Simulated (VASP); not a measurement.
# Mo (Im-3m) in VASP: a series of runs

Runs on Mo. Level: PBE. Tasks: relaxation of cell and atoms.

All numbers are computed with VASP 6.6.1; they aren't measurements. Logs are shortened: lines on timing, memory, paths and dates and some standing lists are left out, and cuts for length are marked.

### 1 The structure

It takes space group Im-3m (No. 229, cubic). The conventional cell has a = 3.147 Å, b = 3.147 Å, c = 3.147 Å, α = 90.00°, β = 90.00°, γ = 90.00°. Mo (site symmetry m-3m) has 8 Mo at 2.73 Å as nearest neighbours.

### 2 Relaxation of cell and atoms, PBE

INCAR

```
SYSTEM = Mo
PREC = Accurate
ENCUT = 520
EDIFF = 1E-7
ISMEAR = 0
SIGMA = 0.1
LREAL = .False.
LASPH = .True.
NELM = 60
ALGO = Normal
ISIF = 3
LWAVE = .False.
LCHARG = .False.
GGA = PE
IBRION = 2
NSW = 80
EDIFFG = -0.002
```

KPOINTS

```
Automatic mesh
0
Gamma
  12 12 12
  0 0 0
```

POSCAR

```
Mo
1.0
   -1.5734150000      1.5734150000      1.5734150000
    1.5734150000     -1.5734150000      1.5734150000
    1.5734150000      1.5734150000     -1.5734150000
Mo
1
Direct
    0.0000000000      0.0000000000      0.0000000000
```

Potentials or basis: VASP PAW PBE potentials, release 64 (Mo_sv).

Started as:

```sh
> cat potpaw_PBE.64/Mo_sv/POTCAR > POTCAR
> mpirun -np 1 vasp_std > vasp.out
```

OUTCAR:

```text
SYSTEM = Mo
   PREC = Accurate
   ENCUT = 520
   EDIFF = 1E-7
   ISMEAR = 0
   LREAL = .False.
   LASPH = .True.
   NELM = 60
   ISIF = 3
   GGA = PE
   IBRION = 2
   NSW = 80
   EDIFFG = -0.002

 ion  position               nearest neighbor table
   1  0.000  0.000  0.000-

  LATTYP: Found a body centered cubic cell.
 ALAT       =     3.1468300000

  Lattice vectors:

 A1 = (  -1.5734150000,   1.5734150000,   1.5734150000)
 A2 = (   1.5734150000,  -1.5734150000,   1.5734150000)
 A3 = (   1.5734150000,   1.5734150000,  -1.5734150000)

Analysis of symmetry for initial positions (statically):
=====================================================================
 Subroutine PRICEL returns:
 Original cell was already a primitive cell.

 Routine SETGRP: Setting up the symmetry group for a
 body centered cubic supercell.

 Subroutine GETGRP returns: Found 48 space group operations
 (whereof 48 operations were pure point group operations)
 out of a pool of 48 trial point group operations.

The static configuration has the point symmetry O_h .

Analysis of symmetry for dynamics (positions and initial velocities):
=====================================================================
 Subroutine PRICEL returns:
 Original cell was already a primitive cell.

 Routine SETGRP: Setting up the symmetry group for a
 body centered cubic supercell.

 Subroutine GETGRP returns: Found 48 space group operations
 (whereof 48 operations were pure point group operations)
 out of a pool of 48 trial point group operations.

The dynamic configuration has the point symmetry O_h .

 Subroutine INISYM returns: Found 48 space group operations
 (whereof 48 operations are pure point group operations),
 and found     1 'primitive' translations

----------------------------------------------------------------------------------------

                                     Primitive cell

  volume of cell :      15.5808

  direct lattice vectors                    reciprocal lattice vectors
    -1.573415000  1.573415000  1.573415000     0.000000000  0.317780115  0.317780115
     1.573415000 -1.573415000  1.573415000     0.317780115  0.000000000  0.317780115
     1.573415000  1.573415000 -1.573415000     0.317780115  0.317780115  0.000000000

  length of vectors
     2.725234721  2.725234721  2.725234721     0.449408949  0.449408949  0.449408949

  position of ions in fractional coordinates (direct lattice)
     0.000000000  0.000000000  0.000000000

  ion indices of the primitive-cell ions
   primitive index   ion index
                 1           1

----------------------------------------------------------------------------------------

 KPOINTS: Automatic mesh

Automatic generation of k-mesh.
 Grid dimensions read from file:
 generate k-points for:   12   12   12

 Generating k-lattice:

  Cartesian coordinates                     Fractional coordinates (reciprocal lattice)
     0.000000000  0.026481676  0.026481676     0.083333333  0.000000000  0.000000000
     0.026481676  0.000000000  0.026481676     0.000000000  0.083333333  0.000000000
     0.026481676  0.026481676  0.000000000     0.000000000  0.000000000  0.083333333

  Length of vectors
     0.037450746  0.037450746  0.037450746

  Shift w.r.t. Gamma in fractional coordinates (k-lattice)
     0.000000000  0.000000000  0.000000000

 Subroutine IBZKPT returns following result:
 ===========================================

 Found     72 irreducible k-points:

 Following reciprocal coordinates:
            Coordinates               Weight
  0.000000  0.000000  0.000000      1.000000
  0.083333  0.000000  0.000000     12.000000
  0.166667  0.000000  0.000000     12.000000
  0.250000  0.000000  0.000000     12.000000
  0.333333  0.000000  0.000000     12.000000
  0.416667  0.000000  0.000000     12.000000
[... 16 lines left out ...]
  0.333333  0.083333  0.083333     24.000000
  0.416667  0.083333  0.083333     12.000000
 [... further k-points ...]
   k-points           NKPTS =     72   k-points in BZ     NKDIM =     72   number of bands    NBANDS=     11
   number of dos      NEDOS =    301   number of ions     NIONS =      1
   total plane-waves  NPLWV =   8000
   dimension x,y,z NGX =    20 NGY =   20 NGZ =   20
   dimension x,y,z NGXF=    40 NGYF=   40 NGZF=   40
   ions per type =               1
   NGX,Y,Z   is equivalent  to a cutoff of  12.20, 12.20, 12.20 a.u.
   NGXF,Y,Z  is equivalent  to a cutoff of  24.40, 24.40, 24.40 a.u.
 SYSTEM =  Mo
   PREC   = accura    normal or accurate (medium, high low for compatibility)
   ISTART =      0    job   : 0-new  1-cont  2-samecut
   ICHARG =      2    charge: 1-file 2-atom 10-const
   ISPIN  =      1    spin polarized calculation?
   LNONCOLLINEAR =      F non collinear calculations
   LSORBIT =      F    spin-orbit coupling
   LASPH  =      T    aspherical Exc in radial PAW
   ENCUT  =  520.0 eV  38.22 Ry    6.18 a.u.   5.07  5.07  5.07*2*pi/ulx,y,z
   NELM   =     60;   NELMIN=  2; NELMDL= -5     # of ELM steps
   EDIFF  = 0.1E-06   stopping-criterion for ELM
   LREAL  =      F    real-space projection
   EDIFFG = -.2E-02   stopping-criterion for IOM
   NSW    =     80    number of steps for IOM
   IBRION =      2    ionic relax: 0-MD 1-quasi-New 2-CG
   NFREE  =      1    steps in history (QN), initial steepest desc. (CG)
   ISIF   =      3    stress and relaxation
   ISYM   =      2    0-nonsym 1-usesym 2-fastsym
   POTIM  = 0.5000    time-step for ionic-motion
   TEBEG  =    0.0;   TEEND  =   0.0 temperature during run
   PSTRESS=    0.0 pullay stress
   NELECT =      14.0000    total number of electrons
   NUPDOWN=      -1.0000    fix difference up-down
   EMIN   =  10.00;   EMAX   =-10.00  energy-range for DOS
   EFERMI =   0.00;   METHOD = LEGACY
   ISMEAR =     0;   SIGMA  =   0.10  broadening in eV -4-tet -1-fermi 0-gaus
   EFERMI_NEDOS =   21; number of points for ismear=-14 and -15
   IALGO  =     38    algorithm
   IMIX   =      4    mixing-type and parameters
     AMIX     =   0.40;   BMIX     =  1.00
     AMIX_MAG =   1.60;   BMIX_MAG =  1.00
  volume/ion in A,a.u.               =      15.58       105.14
  Fermi-wavevector in a.u.,A,eV,Ry     =   1.579747  2.985289 33.954710  2.495601
  Thomas-Fermi vector in A             =   2.680079
   LORBIT       =      0    0 simple, 1 ext, 2 COOP (PROOUT), +10 PAW based schemes
   GGA     = PE    functional components
   LHFCALC =     F    Hartree Fock is set to
   AEXX    =    0.0000 exact exchange contribution
   IVDW    =     0    specifies the selected vdW correction
   LEPSILON=     F    determine dielectric tensor
   LRPA    =     F    only Hartree local field effects (RPA)
 conjugate gradient relaxation of ions
 non-spin polarized calculation
 Gauss-broadening in eV      SIGMA  =   0.10
  energy-cutoff  :      520.00
  volume of cell :       15.58
 maximum number of plane-waves:       430
   NGX = 11   NGY = 11   NGZ = 11

--------------------------------------- Ionic step        1  -------------------------------------------

 number of electron      14.0000001 magnetization

 Free energy of the ion-electron system (eV)
  ---------------------------------------------------
  ext. energy  EPLUGINS =         0.00000000
  ---------------------------------------------------
  free energy    TOTEN  =       -10.94821232 eV

  energy without entropy =      -10.94665022  energy(sigma->0) =      -10.94743127

------------------------ aborting loop because EDIFF is reached ----------------------------------------

  FORCE on cell =-STRESS in cart. coord.  units (eV):
  Direction    XX          YY          ZZ          XY          YZ          ZX
  --------------------------------------------------------------------------------------
  -------------------------------------------------------------------------------------
  Total        0.3808180      0.3808180      0.3808180      0.0000000     -0.0000000      0.0000000
  in kB       39.1595920     39.1595920     39.1595920      0.0000000     -0.0000000      0.0000000
  external PRESSURE =      39.1595920 kB  Pullay stress =       0.0000000 kB
[... 86 lines left out ...]
  FREE ENERGIE OF THE ION-ELECTRON SYSTEM (eV)
  ---------------------------------------------------
  free  energy   TOTEN  =       -10.9509513434 eV

  energy  without entropy=      -10.9493022549  energy(sigma->0) =      -10.95012680

[... ionic steps 4 to 13 ...]

--------------------------------------- Ionic step       14  -------------------------------------------

 number of electron      14.0000004 magnetization

------------------------ aborting loop because EDIFF is reached ----------------------------------------

  FORCE on cell =-STRESS in cart. coord.  units (eV):
  Direction    XX          YY          ZZ          XY          YZ          ZX
  --------------------------------------------------------------------------------------
  -------------------------------------------------------------------------------------
  Total        0.0028490      0.0028490      0.0028490      0.0000000      0.0000000      0.0000000
  in kB        0.2887595      0.2887595      0.2887595      0.0000000      0.0000000      0.0000000
  external PRESSURE =       0.2887595 kB  Pullay stress =       0.0000000 kB
[... 55 lines left out ...]
  energy  without entropy=      -10.9493042507  energy(sigma->0) =      -10.95012819

--------------------------------------- Ionic step       16  -------------------------------------------

 number of electron      14.0000004 magnetization

 Free energy of the ion-electron system (eV)
  ---------------------------------------------------
  ext. energy  EPLUGINS =         0.00000000
  ---------------------------------------------------
  free energy    TOTEN  =       -10.95095214 eV

  energy without entropy =      -10.94930401  energy(sigma->0) =      -10.95012808

 E-fermi :  12.3672     XC(G=0): -13.3266

 val. band max:       12.3624244802   @ k =   0.5000   0.5000   0.0833
 cond. band min:      12.4169495012   @ k =  -0.3333   0.3333   0.2500
 fundamental gap:      0.0545250210
 Fermi energy:        12.3671691334

 k-point     1 :       0.0000    0.0000    0.0000
  band No.  band energies     occupation
      1     -48.8656      2.00000
      2     -22.1573      2.00000
      3     -22.1573      2.00000
      4     -22.1573      2.00000
      5       5.2144      2.00000
      6      11.0717      2.00000
      7      11.0717      2.00000
      8      11.0717      2.00000
      9      14.0551      0.00000
     10      14.0551      0.00000
     11      27.2275      0.00000
[... 309 lines left out ...]
 k-point    24 :       0.4167    0.0833    0.0833
  band No.  band energies     occupation
      1     -48.6077      2.00000
      2     -23.4198      2.00000
      3     -22.6528      2.00000
      4     -22.2585      2.00000
      5       7.7255      2.00000
      6       9.0576      2.00000
      7      12.7135      0.00000
      8      14.2388      0.00000
      9      14.7271      0.00000
     10      18.6884      0.00000
     11      23.3235      0.00000

 [... further k-points ...]

------------------------ aborting loop because EDIFF is reached ----------------------------------------

  FORCE on cell =-STRESS in cart. coord.  units (eV):
  Direction    XX          YY          ZZ          XY          YZ          ZX
  --------------------------------------------------------------------------------------
  -------------------------------------------------------------------------------------
  Total        0.0002826      0.0002826      0.0002826      0.0000000      0.0000000      0.0000000
  in kB        0.0286364      0.0286364      0.0286364      0.0000000      0.0000000      0.0000000
  external PRESSURE =       0.0286364 kB  Pullay stress =       0.0000000 kB
[... 16 lines left out ...]
  FREE ENERGIE OF THE ION-ELECTRON SYSTEM (eV)
  ---------------------------------------------------
  free  energy   TOTEN  =       -10.9509521418 eV

  energy  without entropy=      -10.9493040143  energy(sigma->0) =      -10.95012808

 reached required accuracy - stopping structural energy minimisation
```

It took 28 s on 1 thread of Intel Xeon Platinum 8559C (Emerald Rapids), shared host; peak memory 0.13 GiB.

What came out:

* Free energy: -10.9510 eV
* Relaxed volume: 15.81 Å³/atom
* Relaxed cell: a = 2.738 Å, b = 2.738 Å, c = 2.738 Å, α = 109.47°, β = 109.47°, γ = 109.47°
* Space group after relaxing (to 0.05 Å): Im-3m (No. 229)
* Energy gained by relaxing: 2.7 meV/atom
* Ionic steps: 16
* Pressure after relaxing: 0.0 GPa
* Band gap on the k mesh: none (metal or under the smearing width)

Step by step:
| step | energy change (eV) | largest force (eV/Å) | pressure (GPa) | volume (Å³) |
| --- | --- | --- | --- | --- |
| 1 | 0.0000 | 0.0000 | 3.92 | 15.58 |
| 2 | 0.0174 | 0.0000 | -9.62 | 16.46 |
| 3 | -0.0027 | 0.0000 | -0.05 | 15.81 |
| 4 | -0.0027 | 0.0000 | 0.02 | 15.81 |
| 5 | -0.0027 | 0.0000 | 0.02 | 15.81 |
| 6 | -0.0027 | 0.0000 | 0.03 | 15.81 |
| 7 | -0.0027 | 0.0000 | 0.02 | 15.81 |
| 8 | -0.0027 | 0.0000 | 0.02 | 15.81 |
| 9 | -0.0027 | 0.0000 | 0.02 | 15.81 |
| 10 | -0.0027 | 0.0000 | 0.02 | 15.81 |
| 11 | -0.0027 | 0.0000 | 0.02 | 15.81 |
| 12 | -0.0027 | 0.0000 | 0.02 | 15.81 |
| 13 | -0.0027 | 0.0000 | 0.02 | 15.81 |
| 14 | -0.0027 | 0.0000 | 0.03 | 15.81 |
| 15 | -0.0027 | 0.0000 | 0.04 | 15.81 |
| 16 | -0.0027 | 0.0000 | 0.00 | 15.81 |

Final structure:
```
Mo
1.0
    -1.58106    1.58106    1.58106
     1.58106   -1.58106    1.58106
     1.58106    1.58106   -1.58106
Mo
1
Direct
  0.00000 0.00000 0.00000
```

PBE usually gives volumes a little too large and moduli too small. Zero-point motion and thermal expansion aren't in these numbers.

### 3 Relaxation of cell and atoms, PBE

This run uses another cell than the first one, of 15.81 Å³/atom, 1.015 times its volume.

INCAR is that of step 2.

KPOINTS is that of step 2.

POSCAR

```
Mo                                      
1.0
   -1.5810582601      1.5810582601      1.5810582601
    1.5810582601     -1.5810582601      1.5810582601
    1.5810582601      1.5810582601     -1.5810582601
  Mo            
     1
Direct
     0.0000000000000000    0.0000000000000000    0.0000000000000000
```

Potentials or basis: VASP PAW PBE potentials, release 64 (Mo_sv).

Started as:

```sh
> cat potpaw_PBE.64/Mo_sv/POTCAR > POTCAR
> mpirun -np 1 vasp_std > vasp.out
```

Wall time 5.7 s (1 thread of Intel Xeon Platinum 8559C (Emerald Rapids), shared host); peak memory 0.12 GiB.

It converged, with:

| Quantity | Value |
| --- | --- |
| Free energy | -10.9510 eV |
| Pressure after relaxing | 0.0 GPa |
| Band gap on the k mesh | none (metal or under the smearing width) |

Final structure:
```
Mo
1.0
    -1.58106    1.58106    1.58106
     1.58106   -1.58106    1.58106
     1.58106    1.58106   -1.58106
Mo
1
Direct
  0.00000 0.00000 0.00000
```

Levels at points of the mesh, in eV from the Fermi level:
```tsv
k point	band 5	band 6	band 7	band 8	band 9	band 10
(0.00, 0.00, 0.00)	-7.15	-1.30	-1.30	-1.30	1.69	1.69
(0.50, 0.00, 0.00)	-5.21	-3.30	1.63	1.71	2.33	4.71
(0.50, 0.50, 0.50)	-5.31	-5.31	3.96	3.96	3.96	9.02
```

Caveat: the relaxation stopped at its first step, so nothing moved.
